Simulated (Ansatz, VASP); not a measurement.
# Two plane-wave programs on MgO

Contents of POSCAR:

```
MgO
1.0
    0.0000000000      2.1351500000      2.1351500000
    2.1351500000      0.0000000000      2.1351500000
    2.1351500000      2.1351500000      0.0000000000
Mg O
1 1
Direct
    0.0000000000      0.0000000000      0.0000000000
    0.5000000000      0.4531648830      0.5000000000
```

File INCAR.step1:

```
PREC     = Accurate       # precision mode
ENCUT    = 520            # plane-wave cutoff, eV
ISMEAR   = 0              # smearing method
SIGMA    = 0.05           # smearing width, eV
LREAL    = F              # projectors in reciprocal space
LASPH    = T              # aspherical terms in the spheres
NELM     = 60             # most SCF steps
NBANDS   = 11             # bands
GGA      = PE             # functional
ALGO     = Normal         # electronic algorithm
EDIFF    = 1E-4           # SCF threshold, eV
LWAVE    = T              # write WAVECAR
LCHARG   = F              # write CHGCAR
```

Contents of INCAR.step2:

```
PREC     = Accurate       # precision mode
ENCUT    = 520            # plane-wave cutoff, eV
EDIFF    = 1E-7           # SCF threshold, eV
ISMEAR   = 0              # smearing method
SIGMA    = 0.05           # smearing width, eV
LREAL    = F              # projectors in reciprocal space
LASPH    = T              # aspherical terms in the spheres
NELM     = 60             # most SCF steps
ALGO     = Normal         # electronic algorithm
ISIF     = 2              # what is computed and relaxed
LWAVE    = F              # write WAVECAR
LCHARG   = T              # write CHGCAR
METAGGA  = R2SCAN         # meta-GGA
LMIXTAU  = T            
LELF     = T              # ELF
LVHAR    = T            
NBANDS   = 11             # bands
ISTART   = 1
```

Contents of KPOINTS:

```
regular mesh
0
Gamma
  10 10 10
```

Input for Ansatz:

```yaml
crystal:
  lattice:
    - [0.0, 2.13515, 2.13515]
    - [2.13515, 0.0, 2.13515]
    - [2.13515, 2.13515, 0.0]
  atoms:
    - { symbol: Mg, position: [0.0, 0.0, 0.0] }
    - { symbol: O, position: [0.5, 0.453164883, 0.5] }
basis:
  ecutwfc: 500
kpoints:
  mp_grid: { grid: [10, 10, 10] }
hamiltonian:
  xc: r2scan
scf:
  occupations: { method: gaussian, width: 0.05 }
output:
  forces: true
  stress: true
  eigenvalues: true
```

Alike in both runs: task single point; functional r2SCAN; k mesh 10 × 10 × 10; occupations gaussian, width 0.05 eV; no spin polarisation.

|  | VASP | Ansatz |
| --- | --- | --- |
| version | VASP 6.6.1 | Ansatz 0.2.0 |
| potentials or method | VASP PAW PBE potentials, release 64 (Mg, O) | scalar-relativistic, plane waves, PAW |
| plane-wave cutoff (eV) | 520 | 500 |
| valence electrons in the cell | 8 | 16 |

```tsv
	VASP	Ansatz	Ansatz less VASP
gap on the k mesh at the Fermi level (eV)	5.19	5.21	+0.025
least direct gap on the mesh (eV)	5.19	5.21	+0.025
pressure (GPa)	-6.4	-5.4	+1.07
largest component of the traceless stress (GPa)	2.07	2.03	-0.038
rms of the force components (eV/Å)	0.378	0.377	-0.0014
```

Atom by atom the forces differ by 0.001 eV/Å (rms over components). The two sets of potentials don't hold the same shells in valence.

Caveats: the PAW data sets were made with another functional, which shifts forces and pressure a little (VASP).
